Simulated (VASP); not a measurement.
# Si (P6_3/mmc) in VASP: a series of runs

The runs below take Si through single point, with PBE.

All numbers are computed with VASP 6.6.1; they aren't measurements. Logs are shortened: lines on timing, memory, paths and dates and some standing lists are left out, and cuts for length are marked.

### 1 Starting point

Symmetry: P6_3/mmc, No. 194, hexagonal system. The conventional cell has a = 3.831 Å, b = 3.831 Å, c = 6.333 Å, α = 90.00°, β = 90.00°, γ = 120.00°. Si (site symmetry 3m) is surrounded by 4 Si at 2.35 to 2.37 Å.

This isn't the form of Si at room conditions, which is diamond.

### 2 Single point, PBE

INCAR reads:

```
ADDGRID  = False        
ALGO     = Normal         # electronic algorithm
EDIFF    = 1E-6           # SCF threshold, eV
ENCUT    = 400            # plane-wave cutoff, eV
GGA      = PE             # functional
ISIF     = 2              # what is computed and relaxed
ISMEAR   = 0              # smearing method
LASPH    = True           # aspherical terms in the spheres
LCHARG   = False          # write CHGCAR
LREAL    = False          # projectors in reciprocal space
LWAVE    = False          # write WAVECAR
NBANDS   = 16             # bands
NELM     = 100            # most SCF steps
PREC     = Accurate       # precision mode
SIGMA    = 0.05           # smearing width, eV
```

KPOINTS reads:

```
k-points
0
Gamma
  7 7 4
```

POSCAR reads:

```
Si
1.0
    3.8313174605      0.0000000000      0.0000000000
   -1.9156587303      3.3180182508      0.0000000000
    0.0000000000      0.0000000000      6.3326220002
Si
4
Direct
    0.6666666667      0.3333333333      0.9369905000
    0.3333333333      0.6666666667      0.4369905000
    0.6666666667      0.3333333333      0.5630095000
    0.3333333333      0.6666666667      0.0630095000
```

Potentials or basis: VASP PAW PBE potentials, release 64 (Si).

On the command line:

```sh
$ cat potpaw_PBE.64/Si/POTCAR > POTCAR
$ mpirun -np 1 vasp_std > vasp.out
```

OUTCAR:

```text
EDIFF = 1E-6
   ENCUT = 400
   GGA = PE
   ISIF = 2
   ISMEAR = 0
   LASPH = True
   LREAL = False
   NELM = 100
   PREC = Accurate

 Found     24 irreducible k-points:

 Following reciprocal coordinates:
            Coordinates               Weight
  0.000000  0.000000  0.000000      1.000000
  0.142857  0.000000  0.000000      6.000000
  0.285714  0.000000  0.000000      6.000000
  0.428571 -0.000000  0.000000      6.000000
  0.142857  0.142857  0.000000      6.000000
  0.285714  0.142857  0.000000     12.000000
   k-points           NKPTS =     24   k-points in BZ     NKDIM =     24   number of bands    NBANDS=     16
   number of dos      NEDOS =    301   number of ions     NIONS =      4
   total plane-waves  NPLWV =  32928
   dimension x,y,z NGX =    28 NGY =   28 NGZ =   42
   dimension x,y,z NGXF=    56 NGYF=   56 NGZF=   84
   ions per type =               4
   NGX,Y,Z   is equivalent  to a cutoff of  12.15, 12.15, 11.03 a.u.
   NGXF,Y,Z  is equivalent  to a cutoff of  24.30, 24.30, 22.05 a.u.
 SYSTEM =  unknown system
   PREC   = accura    normal or accurate (medium, high low for compatibility)
   ISTART =      0    job   : 0-new  1-cont  2-samecut
   ICHARG =      2    charge: 1-file 2-atom 10-const
   ISPIN  =      1    spin polarized calculation?
   LNONCOLLINEAR =      F non collinear calculations
   LSORBIT =      F    spin-orbit coupling
   LASPH  =      T    aspherical Exc in radial PAW
   ENCUT  =  400.0 eV  29.40 Ry    5.42 a.u.   6.25  6.25 10.33*2*pi/ulx,y,z
   NELM   =    100;   NELMIN=  2; NELMDL= -5     # of ELM steps
   EDIFF  = 0.1E-05   stopping-criterion for ELM
   LREAL  =      F    real-space projection
   EDIFFG = 0.1E-04   stopping-criterion for IOM
   NSW    =      0    number of steps for IOM
   IBRION =     -1    ionic relax: 0-MD 1-quasi-New 2-CG
   NFREE  =      0    steps in history (QN), initial steepest desc. (CG)
   ISIF   =      2    stress and relaxation
   ISYM   =      2    0-nonsym 1-usesym 2-fastsym
   POTIM  = 0.5000    time-step for ionic-motion
   TEBEG  =    0.0;   TEEND  =   0.0 temperature during run
   PSTRESS=    0.0 pullay stress
   NELECT =      16.0000    total number of electrons
   NUPDOWN=      -1.0000    fix difference up-down
   EMIN   =  10.00;   EMAX   =-10.00  energy-range for DOS
   EFERMI =   0.00;   METHOD = LEGACY
   ISMEAR =     0;   SIGMA  =   0.05  broadening in eV -4-tet -1-fermi 0-gaus
   EFERMI_NEDOS =   21; number of points for ismear=-14 and -15
   IALGO  =     38    algorithm
   IMIX   =      4    mixing-type and parameters
     AMIX     =   0.40;   BMIX     =  1.00
     AMIX_MAG =   1.60;   BMIX_MAG =  1.00
  volume/ion in A,a.u.               =      20.13       135.81
  Fermi-wavevector in a.u.,A,eV,Ry     =   0.955384  1.805414 12.418837  0.912759
  Thomas-Fermi vector in A             =   2.084217
   LORBIT       =      0    0 simple, 1 ext, 2 COOP (PROOUT), +10 PAW based schemes
   GGA     = PE    functional components
   LHFCALC =     F    Hartree Fock is set to
   AEXX    =    0.0000 exact exchange contribution
   IVDW    =     0    specifies the selected vdW correction
   LEPSILON=     F    determine dielectric tensor
   LRPA    =     F    only Hartree local field effects (RPA)
 non-spin polarized calculation
 Gauss-broadening in eV      SIGMA  =   0.05
  energy-cutoff  :      400.00
  volume of cell :       80.50
 maximum number of plane-waves:      1473
 NGX is ok and might be reduce to    28
   NGX = 13   NGY = 13   NGZ = 21

 number of electron      15.9999999 magnetization

 Free energy of the ion-electron system (eV)
  ---------------------------------------------------
  ext. energy  EPLUGINS =         0.00000000
  ---------------------------------------------------
  free energy    TOTEN  =       -21.64025352 eV

  energy without entropy =      -21.64025352  energy(sigma->0) =      -21.64025352

 E-fermi :   6.2603     XC(G=0):  -9.3830

 val. band max:        6.0301687174   @ k =   0.0000   0.0000   0.0000
 cond. band min:       6.5113820011   @ k =   0.4286  -0.0000   0.0000
 fundamental gap:      0.4812132837
 Fermi energy:         6.2602556849

 k-point     1 :       0.0000    0.0000    0.0000
  band No.  band energies     occupation
      1      -6.1613      2.00000
      2      -3.8774      2.00000
      3      -1.1838      2.00000
      4       4.5126      2.00000
      5       4.5126      2.00000
      6       5.6774      2.00000
[... 8 lines left out ...]
     15      10.2007      0.00000
     16      11.9556      0.00000

 k-point     2 :       0.1429    0.0000    0.0000
  band No.  band energies     occupation
      1      -5.9246      2.00000
      2      -3.6355      2.00000
      3      -1.0692      2.00000
      4       2.9814      2.00000
      5       4.0831      2.00000
      6       4.5525      2.00000
[... 8 lines left out ...]
     15      11.0569      0.00000
     16      11.3189      0.00000

 k-point     3 :       0.2857    0.0000    0.0000
  band No.  band energies     occupation
      1      -5.2368      2.00000
      2      -2.9281      2.00000
      3      -1.0797      2.00000
      4       1.3200      2.00000
      5       2.3276      2.00000
      6       3.4209      2.00000
[... 8 lines left out ...]
     15      12.4635      0.00000
     16      12.7731      0.00000

 k-point     4 :       0.4286   -0.0000    0.0000
  band No.  band energies     occupation
      1      -4.2536      2.00000
      2      -2.0815      2.00000
      3      -1.8956      2.00000
      4       0.4650      2.00000
      5       1.2531      2.00000
      6       3.0294      2.00000
[... 8 lines left out ...]
     15      12.4498      0.00000
     16      14.0481      0.00000

 k-point     5 :       0.1429    0.1429    0.0000
  band No.  band energies     occupation
      1      -5.4607      2.00000
      2      -3.1593      2.00000
      3      -0.9864      2.00000
      4       1.8083      2.00000
      5       3.0601      2.00000
      6       3.0602      2.00000
[... 8 lines left out ...]
     15      10.6765      0.00000
     16      12.1044      0.00000

 k-point     6 :       0.2857    0.1429    0.0000
  band No.  band energies     occupation
      1      -4.5892      2.00000
      2      -2.2540      2.00000
      3      -1.5565      2.00000
      4       1.2467      2.00000
      5       1.2735      2.00000
      6       2.2253      2.00000
[... 8 lines left out ...]
     15      12.6417      0.00000
     16      12.8613      0.00000

 [... further k-points ...]

------------------------ aborting loop because EDIFF is reached ----------------------------------------

  FORCE on cell =-STRESS in cart. coord.  units (eV):
  Direction    XX          YY          ZZ          XY          YZ          ZX
  --------------------------------------------------------------------------------------
  -------------------------------------------------------------------------------------
  Total        0.7001734      0.7001734      0.6614003     -0.0000000      0.0000000      0.0000000
  in kB       13.9349588     13.9349588     13.1632909     -0.0000000      0.0000000      0.0000000
  external PRESSURE =      13.6777361 kB  Pullay stress =       0.0000000 kB

 VOLUME and BASIS-vectors are now :
 -----------------------------------------------------------------------------
  energy-cutoff  :      400.00
  volume of cell :       80.50
      direct lattice vectors                 reciprocal lattice vectors
     3.831317461  0.000000000  0.000000000     0.261006823  0.150692360  0.000000000
    -1.915658730  3.318018251  0.000000000     0.000000000  0.301384720  0.000000000
     0.000000000  0.000000000  6.332622000     0.000000000  0.000000000  0.157912473

 POSITION                                       TOTAL-FORCE (eV/Angst)
 -----------------------------------------------------------------------------------
      1.91566      1.10601      5.93361        -0.000000      0.000000      0.010178
     -0.00000      2.21201      2.76730         0.000000     -0.000000      0.010178
      1.91566      1.10601      3.56533        -0.000000      0.000000     -0.010178
     -0.00000      2.21201      0.39902         0.000000     -0.000000     -0.010178
 -----------------------------------------------------------------------------------
    total drift:                                0.000000     -0.000000      0.000000

  FREE ENERGIE OF THE ION-ELECTRON SYSTEM (eV)
  ---------------------------------------------------
  free  energy   TOTEN  =       -21.6402535193 eV

  energy  without entropy=      -21.6402535193  energy(sigma->0) =      -21.64025352
```

Wall time 13 s (1 thread of Intel Xeon Platinum 8488C (Sapphire Rapids), shared host); peak memory 0.16 GiB.

These settings aren't checked as converged: the numbers below hold their error.

What came out:

* Free energy: -21.6403 eV
* Pressure: 1.4 GPa
* Largest force: 0.010 eV/Å
* Band gap on the k mesh: 0.48 eV, indirect (least direct gap 1.03 eV)

Caveat: an odd mesh through Γ misses points on the zone boundary, where band edges often lie.

### 3 Single point, PBE

INCAR is that of step 2.

KPOINTS is that of step 2.

POSCAR reads:

```
Si
1.0
    3.8313174605      0.0000000000      0.0000000000
   -1.9156587303      3.3180182508      0.0000000000
    0.0000000000      0.0000000000      6.3326220002
Si
4
Direct
    0.6655130000      0.3227030000      0.9380340000
    0.3547120000      0.6831860000      0.4293900000
    0.6599490000      0.3251260000      0.5656880000
    0.3139780000      0.6447660000      0.0617650000
```

Potentials or basis: VASP PAW PBE potentials, release 64 (Si).

On the command line:

```sh
$ cat potpaw_PBE.64/Si/POTCAR > POTCAR
$ mpirun -np 1 vasp_std > vasp.out
```

It took 42 s on 1 thread of Intel Xeon Platinum 8488C (Sapphire Rapids), shared host; peak memory 0.2 GiB.

These settings aren't checked as converged: the numbers below hold their error.

Results:

```
Free energy            : -21.5297 eV
Pressure               : 1.6 GPa
Largest force          : 1.364 eV/Å
Band gap on the k mesh : 0.17 eV, indirect (least direct gap 0.76 eV)
```

Caveat: an odd mesh through Γ misses points on the zone boundary, where band edges often lie.

(Part 1 of 2 ends here.)
